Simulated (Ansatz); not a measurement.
GeO2:
```yaml
crystal:
  lattice:
    - [4.48745, 0.00000, 0.00000]
    - [0.00000, 4.48745, 0.00000]
    - [0.00000, 0.00000, 2.90503]
  atoms:
    - { symbol: Ge, position: [0.00000, 0.00000, 0.00000] }
    - { symbol: Ge, position: [0.50000, 0.50000, 0.50000] }
    - { symbol: O, position: [0.30714, 0.30714, 0.00000] }
    - { symbol: O, position: [0.19286, 0.80714, 0.50000] }
    - { symbol: O, position: [0.69286, 0.69286, 0.00000] }
    - { symbol: O, position: [0.80714, 0.19286, 0.50000] }
```

Cartesian axes are those of the cell as given.

Q: Give the high-frequency dielectric tensor and the Born effective charge tensors of the independent atoms from DFPT, DFT-PBE in the program Ansatz with PAW potentials.

A: 
ε∞:
```
4.51  0.00  0.00
0.00  4.51  0.00
0.00  0.00  4.80
```
Z* of atom 1 (Ge), rows: field, columns: displacement, in e:
```
4.16  0.68  0.00
0.68  4.16  0.00
0.00  0.00  4.47
```
Z* of atom 3 (O), rows: field, columns: displacement, in e:
```
-2.08  -0.78   0.00
-0.78  -2.08   0.00
 0.00   0.00  -2.24
```

Static charges for comparison (Bader): Ge1 +2.45, O3 -1.22 e. Born charges measure polarisation by displacement and can exceed these by far.

Space group P4_2/mnm (rutile). The cell was relaxed with PBE under the symmetry of its start; phonons on a q-mesh show no instability. Spin–orbit coupling is left out wherever it is not named.

Potentials: the later of the program's two PAW sets.
